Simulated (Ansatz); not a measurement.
A crystal relaxed with r2SCAN in the plane-wave code Ansatz has space group R3m:H (No. 160) and a = 5.680 Å, c = 6.994 Å.

```
atom  site       x       y       z
  Xx    3a  0.3333  0.6667  0.6679
  Ti    3a  0.3333  0.6667  0.1814
   O    9b  0.1699  0.8301  0.3184
```

The r2SCAN gap is indirect, 2.87 eV (T to k = (-0.052, 0.010, 0.010)), below the direct gap of 3.25 eV at Γ–S₀ (0.10 of the way from Γ). HSE06 gives an indirect gap of 3.96 eV, from T to k = (-0.052, 0.010, 0.010); the least direct gap is 4.33 eV at Γ–S₀ (0.10 of the way from Γ). PBE0 gives an indirect gap of 4.71 eV, from T to k = (-0.052, 0.010, 0.010); the least direct gap is 5.07 eV at Γ–S₀ (0.10 of the way from Γ). Meshes: r2SCAN 6×6×6, HSE06 4×4×4, PBE0 4×4×4. r2SCAN's ε∞ is 5.4 along x and y, 4.9 along z.

**Question.** Which element is Xx?
A. Mg
B. Ba
C. Be
D. Sr

**Answer.** B. Xx is Ba: BaTiO3 (R3m) from a database of computed structures. Ba is surrounded by 12 O at 2.78–2.93 Å; Ti is surrounded by 6 O at 1.87–2.16 Å; O is surrounded by 2 Ti at 1.87–2.16 Å and 4 Ba at 2.78–2.93 Å.

No spin polarisation and no zero-point or thermal motion.

The runs are scalar-relativistic, without spin-orbit coupling.

Where an edge lies off the special points, it is a point of the mesh or the k point where a search put PBE's edge or least direct gap, reused for the other functionals, whose own edges may lie a little apart.

Coordinates of k points refer to the reciprocal vectors of the primitive cell of the runs.

The meshes of the hybrids are coarse, so their gaps aren't converged to the digits shown.
